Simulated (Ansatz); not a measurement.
# How much do the gradients of SiO2 depend on the method?

Cell: a Materials Project structure (computed, not necessarily an observed phase).

Space group P6_322 (No. 182); a = 5.0691, c = 8.5585 Å, γ = 120.00°.

| site | Wyckoff | site symmetry | x | y | z |
| --- | --- | --- | --- | --- | --- |
| Si | 4f | 3.. | 0.6667 | 0.3333 | 0.9371 |
| O5 | 6g | .2. | 0.0000 | 0.4213 | 0.0000 |
| O10 | 2c | 3.2 | 0.6667 | 0.3333 | 0.7500 |

One atom of each set is listed.

First run. All values are calculated (Ansatz; DFT, PBE, plane waves and PAW, scalar-relativistic, 420 eV cutoff, Γ-centred 6×6×3 k-points, Fermi–Dirac smearing 0.02 eV), not measured.

| site | V_zz (10²¹ V/m²) | η |
| --- | --- | --- |
| Si | -0.074 | 0.00 |
| O5 | 9.61 | 0.12 |
| O10 | 10.21 | 0.00 |

Second run. The same atoms and settings, except that the functional is HSE06 and the mesh is 4×4×2.

(1) What does the second run give?

Results:

(1) 

```
site    V_zz     η  change of V_zz
  Si  -0.063  0.00           +0.01
  O5    9.76  0.12           +0.15
 O10   10.36  0.00           +0.15
```

The largest change of V_zz is on O5, from 9.61 to 9.76. In per cent, |V_zz| changes by +1 to +2 on O (all sites that start above 0.5).

For the first run: The largest force is 0.3 eV/Å, so the atoms aren't at the calculated equilibrium and relaxing them would move these values.
